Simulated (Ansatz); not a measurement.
# CdIn15P16: the cost of one run

Method: DFT LDA, scalar-relativistic, plane waves, PAW, in Ansatz 0.2.0.

7 further runs of the same task are left out: 7 set aside as unsound or not needed.

**1. The system as given**

Symmetry: Fd-3m, No. 227, cubic system. The conventional cell has a = 5.402 Å, b = 5.402 Å, c = 5.402 Å, α = 90.00°, β = 90.00°, γ = 90.00°. Si (site symmetry -43m) is surrounded by 4 Si at 2.34 Å.

Coordinates:

```cif
data_structure
_symmetry_space_group_name_H-M 'P 1'
_symmetry_Int_Tables_number 1
_cell_length_a 3.8198
_cell_length_b 3.8198
_cell_length_c 3.8198
_cell_angle_alpha 60.000
_cell_angle_beta 60.000
_cell_angle_gamma 60.000
_cell_volume 39.41
loop_
_atom_site_label
_atom_site_type_symbol
_atom_site_fract_x
_atom_site_fract_y
_atom_site_fract_z
_atom_site_occupancy
Si1 Si 0.75000 0.75000 0.75000 1
Si2 Si 0.50000 0.50000 0.50000 1
```

It goes back to an entry of the Materials Project.

This cell was relaxed beforehand with the same method: volume 19.70 Å³/atom, gap on the mesh 0.44 eV.

The host's static dielectric tensor, from an earlier linear-response run, has a mean of 14.33.

The perfect supercell (rows 1 1 1; 1 -3 1; 1 1 -3 in vectors of this cell) was computed beforehand with the same settings: E(σ→0) = -19476.7422 eV for 32 atoms, gap 0.58 eV on its own mesh.

**2. Making the defect**

The atom at (0.500, 0.750, 0.750) of the supercell is replaced. A small random displacement (spread 0.06 Å) lets the symmetry of the site break.

**3. Relaxing the defect, charge 0**

Input file input.yaml:

```yaml
crystal:
  lattice:
    - [5.8280390891, 5.8280390891, 5.8280390891]
    - [-5.8280390891, 5.8280390891, -5.8280390891]
    - [-5.8280390891, -5.8280390891, 5.8280390891]
  atoms:
    - { symbol: Cd, position: [0.5006547017, 0.7381034175, 0.7512683524], spin: 0.2 }
    - { symbol: In, position: [0.5, 0.5, 0.0] }
    - { symbol: In, position: [0.75, 0.5, 0.75] }
    - { symbol: In, position: [0.5, 0.25, 0.25] }
    - { symbol: In, position: [0.75, 0.25, 0.0] }
    - { symbol: In, position: [0.0, 0.25, 0.75] }
    - { symbol: In, position: [0.5, 0.0, 0.5] }
    - { symbol: In, position: [0.75, 0.0, 0.25] }
    - { symbol: In, position: [0.0, 0.0, 0.0] }
    - { symbol: In, position: [0.25, 0.0, 0.75] }
    - { symbol: In, position: [0.75, 0.75, 0.5] }
    - { symbol: In, position: [0.0, 0.75, 0.25] }
    - { symbol: In, position: [0.25, 0.75, 0.0] }
    - { symbol: In, position: [0.0, 0.5, 0.5] }
    - { symbol: In, position: [0.25, 0.5, 0.25] }
    - { symbol: In, position: [0.25, 0.25, 0.5] }
    - { symbol: P, position: [0.745227162, -0.0006452672, -0.0041803544], spin: 0.2 }
    - { symbol: P, position: [0.75, 0.75, 0.25] }
    - { symbol: P, position: [0.0, 0.75, 0.0] }
    - { symbol: P, position: [0.75, 0.5, 0.5] }
    - { symbol: P, position: [0.0, 0.5, 0.25] }
    - { symbol: P, position: [0.25, 0.5, 0.0] }
    - { symbol: P, position: [0.75, 0.25, 0.75] }
    - { symbol: P, position: [0.0, 0.25, 0.5] }
    - { symbol: P, position: [0.25, 0.25, 0.25] }
    - { symbol: P, position: [0.5, 0.25, 0.0] }
    - { symbol: P, position: [0.0, 0.0, 0.75] }
    - { symbol: P, position: [0.25, 0.0, 0.5] }
    - { symbol: P, position: [0.5, 0.0, 0.25] }
    - { symbol: P, position: [0.245976802, 0.7626314105, 0.7508545634], spin: 0.2 }
    - { symbol: P, position: [0.4993546753, 0.7321399157, 0.4876492125], spin: 0.2 }
    - { symbol: P, position: [0.4977403049, 0.4940576323, 0.7488132561], spin: 0.2 }
  host:
    lattice:
      - [0.0, 2.9140195446, 2.9140195446]
      - [2.9140195446, 0.0, 2.9140195446]
      - [2.9140195446, 2.9140195446, 0.0]
    atoms:
      - { symbol: In, position: [0.0, 0.0, 0.0] }
      - { symbol: P, position: [0.75, 0.75, 0.75] }
basis:
  ecutwfc: 420
  xc_grid: 2
kpoints:
  mp_grid: { grid: [2, 2, 2], shift: [0.5, 0.5, 0.5] }
hamiltonian:
  xc: lda
scf:
  occupations: { method: gaussian, width: 0.01 }
output:
  forces: true
  stress: false
  eigenvalues: true
  populations: true
  charged_corrections:
    defect_position: [0.5, 0.75, 0.75]
    epsilon: [[14.3323, 0.0, 0.0], [0.0, 14.3323, 0.0], [0.0, 0.0, 14.3323]]
magnetization:
  spin_polarized: true
relax:
  adjacent_minimum: "off"
  f_tol: 0.025
  max_steps: 45
```

On the command line:

```
$ ansatz run input.yaml --threads 4 --pin off --max-ram 8192MiB --backend cpu --events-out ev --progress --plain --runs-dir out
```

**Question.** How long does this run take on 4 threads of Intel Xeon at 2.10GHz (Emerald Rapids), shared host, and how much memory does it need?

About 8.8 min, with a peak of 3.1 GiB.
